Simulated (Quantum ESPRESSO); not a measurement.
# AlN (P6_3/mmc) in Quantum ESPRESSO: single point with PBE

Aim: the single point of AlN with PBE.

Everything below comes from runs of Quantum ESPRESSO 7.5. Logs are shortened: lines on timing, memory, paths and dates and some standing lists are left out, and cuts for length are marked.

### 1 Starting point

Symmetry: P6_3/mmc, No. 194, hexagonal system. The conventional cell has a = 3.312 Å, b = 3.312 Å, c = 4.188 Å, α = 90.00°, β = 90.00°, γ = 120.00°. Al (site symmetry -6m2) has 5 N at 1.91 to 2.09 Å as nearest neighbours. N (site symmetry -6m2) is surrounded by 5 Al at 1.91 to 2.09 Å.

Measurements of this composition are mostly on another form, of space group No. 186.

### 2 Single point, PBE

Contents of run.py:

```python
import numpy as np
from ase.calculators.espresso import Espresso, EspressoProfile
from ase.io import read

atoms = read('AlN.cif')

input_data = {
    'control': {'calculation': 'scf', 'prefix': 'pwscf', 'outdir': './tmp', 'tprnfor': True, 'tstress': True, 'disk_io': 'nowf'},
    'system': {'ecutwfc': 60.0, 'ecutrho': 480.0, 'nbnd': 14, 'occupations': 'smearing', 'smearing': 'fd', 'degauss': 0.00367493},
    'electrons': {'conv_thr': 8e-10, 'electron_maxstep': 120, 'mixing_beta': 0.5},
}
pseudopotentials = {'Al': 'Al.pbe-n-kjpaw_psl.1.0.0.UPF', 'N': 'N.pbe-n-radius_5.UPF'}
profile = EspressoProfile(command='pw.x', pseudo_dir='pseudo')
dft = Espresso(profile=profile, input_data=input_data, pseudopotentials=pseudopotentials, kpts=(9, 9, 7), koffset=(0, 0, 0))
atoms.calc = dft

print(f'energy {atoms.get_potential_energy():.8f} eV')
print('forces (eV/A)')
print(np.round(atoms.get_forces(), 6))
print('stress (eV/A^3, Voigt)')
print(np.round(atoms.get_stress(), 8))
print(f'Fermi level {dft.get_fermi_level():.4f} eV')
```

Contents of AlN.cif:

```cif
data_AlN
_cell_length_a 3.31211574
_cell_length_b 3.31211574
_cell_length_c 4.18756300
_cell_angle_alpha 90.00000000
_cell_angle_beta 90.00000000
_cell_angle_gamma 120.00000000
_space_group_name_H-M_alt 'P1'
_space_group_name_Hall 'P 1'
_space_group_IT_number 1
loop_
_space_group_symop_operation_xyz
'x,y,z'
loop_
_atom_site_label
_atom_site_type_symbol
_atom_site_symmetry_multiplicity
_atom_site_Wyckoff_symbol
_atom_site_fract_x
_atom_site_fract_y
_atom_site_fract_z
_atom_site_occupancy
Al1 Al 1 a 0.6666666667 0.3333333333 0.2500000000 1
Al2 Al 1 a 0.3333333333 0.6666666667 0.7500000000 1
N1 N 1 a 0.6666666667 0.3333333333 0.7500000000 1
N2 N 1 a 0.3333333333 0.6666666667 0.2500000000 1
```

Potentials or basis: SSSP 1.3 efficiency PBE.

The run is started by

```
$ OMP_NUM_THREADS=1 python run.py
```

The log of the run:

```text
energy -1629.44071092 eV
forces (eV/A)
[[ 0.  0. -0.]
 [ 0.  0.  0.]
 [-0. -0. -0.]
 [ 0.  0.  0.]]
stress (eV/A^3, Voigt)
[-0.00275998 -0.00275998  0.00015609 -0.         -0.         -0.        ]
Fermi level 10.3525 eV
```

espresso.pwi:

```text
&CONTROL
   calculation      = 'scf'
   tstress          = .true.
   tprnfor          = .true.
   outdir           = './tmp'
   prefix           = 'pwscf'
   disk_io          = 'nowf'
   pseudo_dir       = 'pseudo'
/
&SYSTEM
   nbnd             = 14
   ecutwfc          = 60.0
   ecutrho          = 480.0
   occupations      = 'smearing'
   degauss          = 0.00367493
   smearing         = 'fd'
   ntyp             = 2
   nat              = 4
   ibrav            = 0
/
&ELECTRONS
   electron_maxstep = 120
   conv_thr         = 8e-10
   mixing_beta      = 0.5
/
&IONS
/
&CELL
/
&FCP
/
&RISM
/
ATOMIC_SPECIES
Al 26.9815385 Al.pbe-n-kjpaw_psl.1.0.0.UPF
N 14.007 N.pbe-n-radius_5.UPF

K_POINTS automatic
9 9 7  0 0 0

CELL_PARAMETERS angstrom
3.31211574000000 0.00000000000000 0.00000000000000
-1.65605787000000 2.86837637111429 0.00000000000000
0.00000000000000 0.00000000000000 4.18756300000000

ATOMIC_POSITIONS angstrom
Al 1.6560578702 0.9561254569 1.0468907500  
Al -0.0000000002 1.9122509142 3.1406722500  
N 1.6560578702 0.9561254569 3.1406722500  
N -0.0000000002 1.9122509142 1.0468907500
```

espresso.pwo:

```text
This program is part of the open-source Quantum ESPRESSO suite
     for quantum simulation of materials; please cite
         "P. Giannozzi et al., J. Phys.:Condens. Matter 21 395502 (2009);
         "P. Giannozzi et al., J. Phys.:Condens. Matter 29 465901 (2017);
         "P. Giannozzi et al., J. Chem. Phys. 152 154105 (2020);
     in publications or presentations arising from this work. More details at

Warning: card &CELL ignored
Warning: card &FCP ignored
Warning: card &RISM ignored

     file Al.pbe-n-kjpaw_psl.1.0.0.UPF: wavefunction(s)  3S 3P renormalized
     Message from routine setup:
     using ibrav=0 with symmetry is DISCOURAGED, use correct ibrav instead

     G-vector sticks info
     --------------------
     sticks:   dense  smooth     PW     G-vecs:    dense   smooth      PW
     Sum        1285     649    199                47671    16887    2763

     Using Slab Decomposition

     bravais-lattice index     =            0
     lattice parameter (alat)  =       6.2590  a.u.
     unit-cell volume          =     268.4724 (a.u.)^3
     number of atoms/cell      =            4
     number of atomic types    =            2
     number of electrons       =        16.00
     number of Kohn-Sham states=           14
     kinetic-energy cutoff     =      60.0000  Ry
     charge density cutoff     =     480.0000  Ry
     scf convergence threshold =      8.0E-10
     mixing beta               =       0.5000
     number of iterations used =            8  plain     mixing
     Exchange-correlation= PBE
                           (   1   4   3   4   0   0   0)

     celldm(1)=   6.258992  celldm(2)=   0.000000  celldm(3)=   0.000000
     celldm(4)=   0.000000  celldm(5)=   0.000000  celldm(6)=   0.000000

     crystal axes: (cart. coord. in units of alat)
               a(1) = (   1.000000   0.000000   0.000000 )
               a(2) = (  -0.500000   0.866025   0.000000 )
               a(3) = (   0.000000   0.000000   1.264317 )

     reciprocal axes: (cart. coord. in units 2 pi/alat)
               b(1) = (  1.000000  0.577350 -0.000000 )
               b(2) = (  0.000000  1.154701  0.000000 )
               b(3) = (  0.000000 -0.000000  0.790941 )

     PseudoPot. # 1 for Al read from file:
     Al.pbe-n-kjpaw_psl.1.0.0.UPF
     Pseudo is Projector augmented-wave + core cor, Zval =  3.0
     Generated using "atomic" code by A. Dal Corso  v.5.1
     Shape of augmentation charge: PSQ
     Using radial grid of 1135 points,  6 beta functions with:
                l(1) =   0
                l(2) =   0
                l(3) =   1
                l(4) =   1
                l(5) =   2
                l(6) =   2
     Q(r) pseudized with 0 coefficients

     PseudoPot. # 2 for N  read from file:
     N.pbe-n-radius_5.UPF
     Pseudo is Ultrasoft + core correction, Zval =  5.0
     Generated using "atomic" code by A. Dal Corso  v.5.1
     Using radial grid of 1085 points,  4 beta functions with:
                l(1) =   0
                l(2) =   0
                l(3) =   1
                l(4) =   1
     Q(r) pseudized with 0 coefficients

     atomic species   valence    mass     pseudopotential
     Al                3.00    26.98154     Al( 1.00)
     N                 5.00    14.00700     N ( 1.00)

     24 Sym. Ops., with inversion, found (12 have fractional translation)

   Cartesian axes

     site n.     atom                  positions (alat units)
         1        Al     tau(   1) = (   0.5000000   0.2886751   0.3160792  )
         2        Al     tau(   2) = (  -0.0000000   0.5773503   0.9482375  )
         3        N      tau(   3) = (   0.5000000   0.2886751   0.9482375  )
         4        N      tau(   4) = (  -0.0000000   0.5773503   0.3160792  )

     number of k points=    48  Fermi-Dirac smearing, width (Ry)=  0.0037
                       cart. coord. in units 2pi/alat
        k(    1) = (   0.0000000   0.0000000   0.0000000), wk =   0.0035273
        k(    2) = (   0.0000000   0.0000000   0.1129916), wk =   0.0070547
        k(    3) = (   0.0000000   0.0000000   0.2259832), wk =   0.0070547
        k(    4) = (   0.0000000   0.0000000   0.3389748), wk =   0.0070547
        k(    5) = (   0.0000000   0.1283001   0.0000000), wk =   0.0211640
        k(    6) = (   0.0000000   0.1283001   0.1129916), wk =   0.0423280
[... 40 lines left out ...]
        k(   47) = (   0.3333333   0.5773503   0.2259832), wk =   0.0141093
        k(   48) = (   0.3333333   0.5773503   0.3389748), wk =   0.0141093

     Dense  grid:    47671 G-vectors     FFT dimensions: (  45,  45,  60)

     Smooth grid:    16887 G-vectors     FFT dimensions: (  32,  32,  40)

     Initial potential from superposition of free atoms

     starting charge      15.9954, renormalised to      16.0000
     Starting wfcs are   16 randomized atomic wfcs

     Self-consistent Calculation

     iteration #  1     ecut=    60.00 Ry     beta= 0.50
     Davidson diagonalization with overlap
     ethr =  1.00E-02,  avg # of iterations =  4.0

     total energy              =    -119.41633288 Ry
     estimated scf accuracy    <       1.13175225 Ry

     iteration #  2     ecut=    60.00 Ry     beta= 0.50
     Davidson diagonalization with overlap
     ethr =  7.07E-03,  avg # of iterations =  2.0

     total energy              =    -119.74709542 Ry
     estimated scf accuracy    <       0.09005960 Ry

     iteration #  3     ecut=    60.00 Ry     beta= 0.50
     Davidson diagonalization with overlap
     ethr =  5.63E-04,  avg # of iterations =  4.5
[... 8 lines left out ...]
     total energy              =    -119.75878234 Ry
     estimated scf accuracy    <       0.01889825 Ry

     iteration #  5     ecut=    60.00 Ry     beta= 0.50
     Davidson diagonalization with overlap
     ethr =  8.33E-05,  avg # of iterations =  2.1

     total energy              =    -119.76129984 Ry
     estimated scf accuracy    <       0.00035728 Ry

     iteration #  6     ecut=    60.00 Ry     beta= 0.50
     Davidson diagonalization with overlap
     c_bands:  2 eigenvalues not converged
     c_bands:  1 eigenvalues not converged
     ethr =  2.23E-06,  avg # of iterations =  8.5

     total energy              =    -119.76174451 Ry
     estimated scf accuracy    <       0.00020097 Ry

     iteration #  7     ecut=    60.00 Ry     beta= 0.50
     Davidson diagonalization with overlap
     c_bands:  1 eigenvalues not converged
     ethr =  1.26E-06,  avg # of iterations =  1.7

     total energy              =    -119.76167754 Ry
     estimated scf accuracy    <       0.00017400 Ry

     iteration #  8     ecut=    60.00 Ry     beta= 0.50
     Davidson diagonalization with overlap
     ethr =  1.09E-06,  avg # of iterations =  1.3

     total energy              =    -119.76168841 Ry
     estimated scf accuracy    <       0.00001653 Ry

     iteration #  9     ecut=    60.00 Ry     beta= 0.50
     Davidson diagonalization with overlap
     ethr =  1.03E-07,  avg # of iterations =  2.9

     total energy              =    -119.76169354 Ry
     estimated scf accuracy    <       0.00000050 Ry
[... 40 lines left out ...]
     total energy              =    -119.76169378 Ry
     estimated scf accuracy    <       0.00000002 Ry

     iteration # 16     ecut=    60.00 Ry     beta= 0.50
     Davidson diagonalization with overlap
     ethr =  9.70E-11,  avg # of iterations =  2.2

     total energy              =    -119.76169378 Ry
     estimated scf accuracy    <          9.4E-10 Ry

     iteration # 17     ecut=    60.00 Ry     beta= 0.50
     Davidson diagonalization with overlap
     ethr =  5.85E-12,  avg # of iterations =  4.3

     End of self-consistent calculation

          k = 0.0000 0.0000 0.0000 (  2125 PWs)   bands (ev):

    -7.8227  -4.1997   2.0935   5.6900   5.6900   7.3515   7.3515   8.9660
    12.2365  13.3744  17.2072  17.2072  20.1977  20.7714

          k = 0.0000 0.0000 0.1130 (  2131 PWs)   bands (ev):

    -7.6986  -4.4945   2.4598   5.7643   5.7643   7.2631   7.2631   8.4080
    12.7034  13.6003  17.0617  17.0617  19.6622  20.3375

          k = 0.0000 0.0000 0.2260 (  2132 PWs)   bands (ev):

    -7.3338  -5.1945   3.3813   5.9772   5.9772   7.0169   7.0169   7.2364
    13.6011  14.1696  16.9378  16.9378  18.6490  18.6491

          k = 0.0000 0.0000 0.3390 (  2090 PWs)   bands (ev):

    -6.7535  -6.0085   4.5854   5.9069   6.2972   6.2972   6.6690   6.6690
    14.4033  14.6441  17.1454  17.1454  17.7398  17.7398
[... 208 lines left out ...]
    -5.2546  -5.2546   2.4015   3.5751   3.5751   6.0650   6.1720   6.1720
    14.6123  15.2242  17.7076  17.7076  20.1121  20.1122

          k = 0.3333 0.5774 0.2260 (  2097 PWs)   bands (ev):

    -5.1680  -5.1680   2.6827   2.6827   2.7948   5.2162   7.3129   7.3129
    15.4522  15.4537  17.4422  17.4422  19.8201  19.8201

          k = 0.3333 0.5774 0.3390 (  2118 PWs)   bands (ev):

    -5.0949  -5.0949   2.1827   2.1827   3.4308   4.2687   8.0403   8.0403
    15.7377  15.8609  17.0526  17.0526  20.1834  20.1834

     the Fermi energy is    10.3525 ev

!    total energy              =    -119.76169378 Ry
     estimated scf accuracy    <          2.8E-11 Ry
     smearing contrib. (-TS)   =      -0.00000000 Ry
     internal energy E=F+TS    =    -119.76169378 Ry

     The total energy is F=E-TS. E is the sum of the following terms:
     one-electron contribution =      -0.76805512 Ry
     hartree contribution      =      11.27125059 Ry
     xc contribution           =     -16.56501260 Ry
     ewald contribution        =     -44.35898087 Ry
     one-center paw contrib.   =     -69.34089577 Ry

     convergence has been achieved in  17 iterations

     Forces acting on atoms (cartesian axes, Ry/au):

     atom    1 type  1   force =     0.00000000    0.00000000   -0.00000000
     atom    2 type  1   force =     0.00000000    0.00000000    0.00000000
     atom    3 type  2   force =    -0.00000000   -0.00000000   -0.00000000
     atom    4 type  2   force =     0.00000000    0.00000000    0.00000000

     Total force =     0.000000     Total SCF correction =     0.000000

     Computing stress (Cartesian axis) and pressure

          total   stress  (Ry/bohr**3)                   (kbar)     P=        2.86
   0.00003006   0.00000000   0.00000000            4.42        0.00        0.00
   0.00000000   0.00003006   0.00000000            0.00        4.42        0.00
   0.00000000   0.00000000  -0.00000170            0.00        0.00       -0.25

=------------------------------------------------------------------------------=
   JOB DONE.
=------------------------------------------------------------------------------=
```

Run time: 54 s. Hardware: 1 thread of Arm Neoverse V1, shared host; peak memory 0.23 GiB.

What came out:

```yaml
Free_energy: -1629.4409 eV
Pressure: 0.3 GPa
Band_gap_on_the_k_mesh: 3.27 eV, direct
```

Levels at points of the mesh, in eV from the valence-band top:
```tsv
k point	band 6	band 7	band 8	band 9	band 10	band 11
(0.00, 0.00, 0.00)	-1.61	-1.61	0.00	3.27	4.41	8.24
```

Caveat: an odd mesh through Γ misses points on the zone boundary, where band edges often lie.
